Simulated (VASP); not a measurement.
Input of a VASP 6.6.1 run:

INCAR

```
SYSTEM = PbS
PREC = Accurate
ENCUT = 600
EDIFF = 1E-6
ISMEAR = 0
SIGMA = 0.03
LREAL = .False.
LASPH = .True.
NELM = 80
ALGO = Normal
ISIF = 3
LWAVE = .False.
LCHARG = .False.
GGA = PS
IBRION = 2
NSW = 90
EDIFFG = -0.01
```

File KPOINTS:

```
Automatic mesh
0
Gamma
  8 8 8
  0 0 0
```

The input POSCAR:

```
PbS
1.0
    0.0000000000      2.9657500000      2.9657500000
    2.9657500000      0.0000000000      2.9657500000
    2.9657500000      2.9657500000      0.0000000000
Pb S
1 1
Direct
    0.0000000000      0.0000000000      0.0000000000
    0.5000000000      0.5000000000      0.5000000000
```

Potentials or basis: VASP PAW PBE potentials, release 64 (Pb_d, S).

The run is started by

```bash
$ cat potpaw_PBE.64/Pb_d/POTCAR potpaw_PBE.64/S/POTCAR > POTCAR
$ mpirun -np 1 vasp_std > vasp.out
```

Question: Estimate the space group after relaxing (to 0.05 Å).

Answer: Fm-3m (No. 225).

Question: Estimate the band gap on the k mesh.

Answer: 0.20 eV, direct.

Question: What does it give for the relaxed cell?

Answer: a = 4.174 Å, b = 4.174 Å, c = 4.174 Å, α = 60.00°, β = 60.00°, γ = 60.00°.

Question: Predict the relaxed volume.

Answer: 25.72 Å³/atom.

Step by step:
| step | energy change (eV) | largest force (eV/Å) | pressure (GPa) | volume (Å³) |
| --- | --- | --- | --- | --- |
| 1 | 0.0000 | 0.0000 | -0.85 | 52.17 |
| 2 | -0.0016 | 0.0000 | 0.35 | 51.14 |
| 3 | -0.0020 | 0.0000 | 0.01 | 51.44 |

Caveat: the PAW data sets were made with another functional, which shifts forces and pressure a little; spin-orbit coupling is left out, which as a rule narrows the gap of such compounds by several tenths of an eV. A k mesh can miss the band edges.
